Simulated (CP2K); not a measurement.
## Ge under changes of volume

One of the cells (19.014 Å³/atom); the others are scaled copies at fixed shape and fractional positions:

```
Ge
1.0
     3.91426    0.00000    0.00000
    -2.85923    2.67324    0.00000
    -0.32375   -1.41703    3.63436
Ge
2
Direct
  0.31406 0.06406 0.25000
  0.68594 0.93594 0.75000
```

This isn't the form of Ge at room conditions, which is diamond.

```yaml
Program: CP2K 2026.2
Functional: PBEsol
Potentials_or_basis: POTENTIAL_UZH Ge GTH-PBE-q4; TZVP-MOLOPT-PBE-GTH basis
Density_cutoff: 6123 eV
k_mesh: 11 × 11 × 11
Occupations: fermi-dirac, width 0.05 eV
Spin: no spin polarisation
```

| volume (Å³/atom) | energy over the lowest point (meV/atom) | pressure (GPa) | largest force (eV/Å) |
| --- | --- | --- | --- |
| 17.874 | ? | ? | ? |
| 18.254 | 13.50 | 4.6 | 0.025 |
| 18.634 | 4.95 | 2.7 | 0.029 |
| 19.014 | 0.59 | 1.0 | 0.033 |
| 19.395 | 0.00 | -0.5 | 0.035 |
| 19.775 | 2.76 | -1.8 | 0.037 |
| 20.155 | 8.50 | -3.0 | 0.038 |

Question: What does the run at 17.874 Å³/atom give?

Answer: Energy over the lowest point 26.73 meV/atom; pressure 6.6 GPa; largest force 0.021 eV/Å.

Worked out: A Birch-Murnaghan fit of order 3 (a polynomial in V^(-2/3)) to the other rows has its minimum at 19.27 Å³/atom with B0 = V·E''(V) = 74 GPa and B' = 4.8 at fixed shape and positions, which overstates the stiffness. It gives 26.78 meV/atom at 17.874 Å³/atom, against the run's 26.73, and -dE/dV = 6.7 GPa, against 6.6.

Energies are extrapolated to zero smearing.

Caveats: the potentials were made for another functional, which shifts forces and pressure; the basis of atomic orbitals isn't converged, which shifts pressures, moduli and gaps.
